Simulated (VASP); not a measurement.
**Bi2Te3 (Tellurobismuthite): single point with PBEsol+D4**

Crystal: Bi2Te3 (Tellurobismuthite).

```
Bi Te
1.0
     2.19300    1.26613   10.16567
    -2.19300    1.26613   10.16567
     0.00000   -2.53226   10.16567
Bi Te
2 3
Cartesian
  0.0000 0.0000 18.2982
  0.0000 0.0000 12.1988
  0.0000 0.0000 24.1079
  0.0000 0.0000 6.3891
  0.0000 0.0000 0.0000
```

```yaml
Program: VASP 6.6.1
Task: single point
Functional: PBEsol
Dispersion: D4
Potentials_or_basis: VASP PAW PBE potentials, release 64 (Bi_d, Te)
Cutoff: 520 eV
k_mesh: 7 × 7 × 7
Occupations: fermi-dirac, width 0.05 eV
Spin: no spin polarisation
```

| Property | Result |
| --- | --- |
| Pressure | -1.8 GPa |
| Largest force | 0.102 eV/Å |
| Band gap on the k mesh | 0.23 eV, direct |
| Dispersion energy per atom | -0.283 eV |

Forces on the atoms (eV/Å):
```
Bi   0.000  0.000 -0.038
Bi   0.000  0.000  0.038
Te   0.000  0.000 -0.102
Te   0.000  0.000  0.102
Te   0.000  0.000  0.000
```

Stress tensor (GPa, compression positive):
```
-1.72  0.00  0.00
 0.00 -1.72  0.00
 0.00  0.00 -2.02
```

Levels at points of the mesh, in eV from the valence-band top:
```
           k point  band 22  band 23  band 24  band 25  band 26  band 27
(0.00, 0.00, 0.00)    -0.85    -0.85     0.00     0.23     0.63     0.63
```

Wall time 17 min on 1 thread of Intel(R) Xeon(R) Platinum 8488C (Sapphire Rapids), on a shared host, peak memory 1 GiB.

The gap isn't set beside the measured one, since this odd mesh misses points on the zone boundary.

Caveat: the PAW data sets were made with another functional, which shifts forces and pressure a little; spin-orbit coupling is left out, which as a rule narrows the gap of such compounds by several tenths of an eV; an odd mesh through Γ misses points on the zone boundary, where band edges often lie.
